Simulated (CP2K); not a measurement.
**TaN in CP2K: the effect of dispersion**

The system is TaN.

```xyz
6
Lattice="5.1850 0.0000 0.0000 -2.5925 4.4903 0.0000 0.0000 0.0000 2.9080" Properties=species:S:1:pos:R:3 pbc="T T T"
Ta   -2.1627    3.9097    0.0769
Ta    0.5928    3.7946    1.6131
Ta    2.3020    1.6995    1.1351
N    -0.3133    4.1534    2.5920
N     1.2001    2.2698    0.2174
N     3.5661    2.1344    0.1814
```

The cell isn't the ideal one: all atoms moved at random.

Alike in all runs:

| Quantity | Value |
| --- | --- |
| Program | CP2K 2026.2 |
| Task | single point |
| Functional | revPBE |
| Potentials or basis | POTENTIAL_UZH Ta GTH-PBE-q13, N GTH-PBE-q5; DZVP-MOLOPT-PBE-GTH basis |
| Density cutoff | 6123 eV |
| k mesh | 6 × 6 × 9 |
| Occupations | fermi-dirac, width 0.05 eV |
| Spin | no spin polarisation |

| dispersion | pressure (GPa) | largest force (eV/Å) |
| --- | --- | --- |
| none | 147.3 | 45.76 |
| D3 | 136.1 | 45.79 |
| D3(BJ) | 135.1 | 45.76 |
| D4 | ? | ? |
| D3(BJ)+ATM | 136.1 | 45.76 |

Question: What does the run with dispersion D4 give?

Answer: Pressure 138.8 GPa; largest force 45.58 eV/Å.

Caveats: a pressure of tens of GPa on the cell as given is suspect, and the run, the potentials or the cell itself is likely at fault; the potentials were made for another functional, which shifts forces and pressure; the basis of atomic orbitals isn't converged, which shifts pressures, moduli and gaps; pairwise dispersion overbinds metals, which lowers pressure and volume (some runs).
